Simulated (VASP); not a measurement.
**TePb: density of states with LMBJ**

**Experimental background.**

A printed reference work, monograph reports, for a bulk crystal of TePb at 4.2 K: band gap 0.19 eV (direct).

The system is TePb.

```xyz
8
Lattice="6.4620 0.0000 0.0000 0.0000 6.4620 0.0000 0.0000 0.0000 6.4620" Properties=species:S:1:pos:R:3 pbc="T T T"
Pb    0.0000    0.0000    0.0000
Pb    0.0000    3.2310    3.2310
Pb    3.2310    0.0000    3.2310
Pb    3.2310    3.2310    0.0000
Te    3.2310    0.0000    0.0000
Te    0.0000    3.2310    0.0000
Te    0.0000    0.0000    3.2310
Te    3.2310    3.2310    3.2310
```

```
Program                : VASP 6.6.1
Task                   : density of states
Functional             : LMBJ
Potentials or basis    : VASP PAW PBE potentials, release 64 (Pb, Te)
Cutoff                 : 500 eV
k mesh                 : 4 × 4 × 4
Occupations            : tetrahedron
Spin                   : no spin polarisation
Further INCAR settings : ALGO = Normal; EDIFF = 1e-07; NBANDS = 30
```

| Item | Value |
| --- | --- |
| Band gap on the k mesh | 1.13 eV |
| Valence electrons inside the program's atomic spheres | Pb 2.77; Te 3.46 |

Levels at points of the mesh, in eV from the valence-band top:
```tsv
k point	band 18	band 19	band 20	band 21	band 22	band 23
(0.00, 0.00, 0.00)	-1.43	-1.43	-1.43	3.62	3.62	3.62
(0.50, 0.00, 0.00)	-1.39	-0.47	-0.47	1.90	1.90	2.74
(0.50, 0.50, 0.00)	-0.60	-0.60	-0.60	1.91	1.91	1.91
(0.50, 0.50, 0.50)	0.00	0.00	0.00	1.13	1.13	1.13
```

States per cell in windows of 0.5 eV (zero at the valence-band top; states under -8 eV left out):
```tsv
from (eV)	total	Pb1_p	Pb2_p	Pb3_p	Pb4_p	Te5_p	Te6_p
-8.0	3.92	0.00	0.00	0.00	0.00	0.03	0.03
-7.5	1.71	0.00	0.00	0.00	0.00	0.01	0.01
-7.0	0.60	0.00	0.00	0.00	0.00	0.01	0.01
-6.5	0.28	0.00	0.00	0.00	0.00	0.00	0.00
-6.0	0.05	0.00	0.00	0.00	0.00	0.00	0.00
-5.5	0.00	0.00	0.00	0.00	0.00	0.00	0.00
-5.0	0.00	0.00	0.00	0.00	0.00	0.00	0.00
-4.5	0.30	0.02	0.02	0.02	0.02	0.02	0.02
-4.0	1.16	0.06	0.06	0.06	0.06	0.08	0.08
-3.5	2.78	0.15	0.15	0.15	0.15	0.19	0.19
-3.0	3.68	0.18	0.18	0.18	0.18	0.27	0.27
-2.5	3.30	0.15	0.15	0.15	0.15	0.27	0.27
-2.0	4.65	0.16	0.16	0.16	0.16	0.42	0.42
-1.5	3.65	0.10	0.10	0.10	0.10	0.34	0.34
-1.0	3.85	0.06	0.06	0.06	0.06	0.37	0.37
-0.5	0.55	0.01	0.01	0.01	0.01	0.05	0.05
0.0	0.00	0.00	0.00	0.00	0.00	0.00	0.00
0.5	0.00	0.00	0.00	0.00	0.00	0.00	0.00
1.0	0.16	0.02	0.02	0.02	0.02	0.00	0.00
1.5	2.80	0.36	0.36	0.36	0.36	0.03	0.03
2.0	3.57	0.43	0.43	0.43	0.43	0.06	0.06
2.5	2.90	0.32	0.32	0.32	0.32	0.08	0.08
3.0	2.61	0.26	0.26	0.26	0.26	0.08	0.08
3.5	3.13	0.27	0.27	0.27	0.27	0.11	0.11
4.0	3.27	0.25	0.25	0.25	0.25	0.13	0.13
4.5	1.31	0.10	0.10	0.10	0.10	0.06	0.06
5.0	0.35	0.03	0.03	0.03	0.03	0.02	0.02
5.5	0.01	0.00	0.00	0.00	0.00	0.00	0.00
```

It took 3.8 min on 1 thread of Intel(R) Xeon(R) 6975P-C (Granite Rapids), with other jobs on the host, peak memory 0.47 GiB.

A measured gap of TePb is 0.19 eV (direct; 4.2 K; a printed reference work, monograph); the calculated 1.13 eV misses it by +0.94 eV. Spin-orbit coupling on Pb, Te is left out. The value is that of LMBJ on a finite k mesh, which can miss the band edges, without temperature or zero-point motion.

Caveat: spin-orbit coupling is left out, which as a rule narrows the gap of such compounds by several tenths of an eV.
